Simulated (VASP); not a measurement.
Write the native input for VASP 6.6.1 that does the following.

| Quantity | Value |
| --- | --- |
| Task | relaxation of cell and atoms |
| Functional | PBEsol |
| Potentials or basis | VASP PAW PBE potentials, release 64 (Bi_d) |
| Cutoff | 600 eV |
| k mesh | 14 × 14 × 14 |
| Occupations | methfessel-paxton, width 0.1 eV |
| Spin | no spin polarisation |
| Further INCAR settings | ALGO = Normal; EDIFF = 1e-06; IBRION = 2; EDIFFG = -0.01; NSW = 90; ISIF = 3 |

The structure of Bi lies in POSCAR:

```
Bi
1.0
   -1.9814305300      1.9814305300      1.9814305300
    1.9814305300     -1.9814305300      1.9814305300
    1.9814305300      1.9814305300     -1.9814305300
Bi
1
Direct
    0.0000000000      0.0000000000      0.0000000000
```

This isn't the form of Bi at room conditions, which is rhombohedral.

One way to write it, as run:

INCAR

```
SYSTEM = Bi
PREC = Accurate ; ENCUT = 600
EDIFF = 1E-6 ; ISMEAR = 1
SIGMA = 0.1 ; LREAL = .False.
LASPH = .True. ; NELM = 80
ALGO = Normal ; ISIF = 3
LWAVE = .False. ; LCHARG = .False.
GGA = PS ; IBRION = 2
NSW = 90 ; EDIFFG = -0.01
```

KPOINTS

```
regular mesh
0
Gamma
  14 14 14
  0 0 0
```

Potentials or basis: VASP PAW PBE potentials, release 64 (Bi_d).

The run is started by

```console
$ cat potpaw_PBE.64/Bi_d/POTCAR > POTCAR
$ mpirun -np 1 vasp_std > vasp.out
```

It gave:

| Item | Value |
| --- | --- |
| Relaxed volume | 29.93 Å³/atom |
| Relaxed cell | a = 3.388 Å, b = 3.388 Å, c = 3.388 Å, α = 109.47°, β = 109.47°, γ = 109.47° |
| Space group after relaxing (to 0.05 Å) | Im-3m (No. 229) |
| Energy gained by relaxing | 8.1 meV/atom |
| Ionic steps | 3 |
| Pressure after relaxing | 0.0 GPa |
| Band gap on the k mesh | none (metal or under the smearing width) |

Caveat: the PAW data sets were made with another functional, which shifts forces and pressure a little; spin-orbit coupling is left out, which moves the levels of the heavy elements.

Wall time 52 s on 1 thread of Intel(R) Xeon(R) Platinum 8375C CPU @ 2.90GHz (Ice Lake), with other jobs on the host, peak memory 0.19 GiB.
